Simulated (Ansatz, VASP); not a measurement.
# Pt: VASP beside Ansatz

The input INCAR:

```
SYSTEM = Pt
ALGO = Normal
EDIFF = 1E-6
ENCUT = 520
GGA = PS
ISIF = 2
ISMEAR = 0
LASPH = .True.
LCHARG = .False.
LREAL = .False.
LWAVE = .False.
NBANDS = 11
NELM = 100
PREC = Accurate
SIGMA = 0.15
```

KPOINTS

```
k-points
0
Gamma
  20 20 20
  0 0 0
```

POSCAR

```
Pt
1.0
    0.0000000000      2.0166370000      1.9579000000
    2.0166370000      0.0000000000      1.9579000000
    2.0166370000      2.0166370000      0.0000000000
Pt
1
Direct
    0.0000000000      0.0000000000      0.0000000000
```

Input for Ansatz:

```yaml
crystal:
  lattice:
    - [0.0, 2.016637, 1.9579]
    - [2.016637, 0.0, 1.9579]
    - [2.016637, 2.016637, 0.0]
  atoms:
    - { symbol: Pt, position: [0.0, 0.0, 0.0] }
basis:
  ecutwfc: 420
kpoints:
  mp_grid: { grid: [20, 20, 20] }
hamiltonian:
  xc: pbesol
scf:
  occupations: { method: gaussian, width: 0.15 }
output:
  forces: true
  stress: true
  eigenvalues: true
```

Change from the starting cell: strain +0.030 along x and y, +0.000 along z, atoms carried along.

Alike in both runs: task single point; functional PBEsol; k mesh 20 × 20 × 20; occupations gaussian, width 0.15 eV; no spin polarisation.

|  | VASP | Ansatz |
| --- | --- | --- |
| version | VASP 6.6.1 | Ansatz 0.2.0 |
| potentials or method | VASP PAW PBE potentials, release 64 (Pt) | scalar-relativistic, plane waves, PAW |
| plane-wave cutoff (eV) | 520 | 420 |
| valence electrons in the cell | 10 | 18 |

```csv
,VASP,Ansatz,Ansatz less VASP
gap on the k mesh at the Fermi level (eV),none,none,-
pressure (GPa),-14.3,-14.0,+0.39
largest component of the traceless stress (GPa),1.36,1.36,+0.004
```

A gap of «none» marks a metal or a gap that the smearing closes. The functional is the same, so the differences come from potentials, cutoffs and numerics. The two sets of potentials don't hold the same shells in valence.

Caveats: the PAW data sets were made with another functional, which shifts forces and pressure a little (VASP). Spin-orbit coupling is left out, which matters for the levels of Pt.
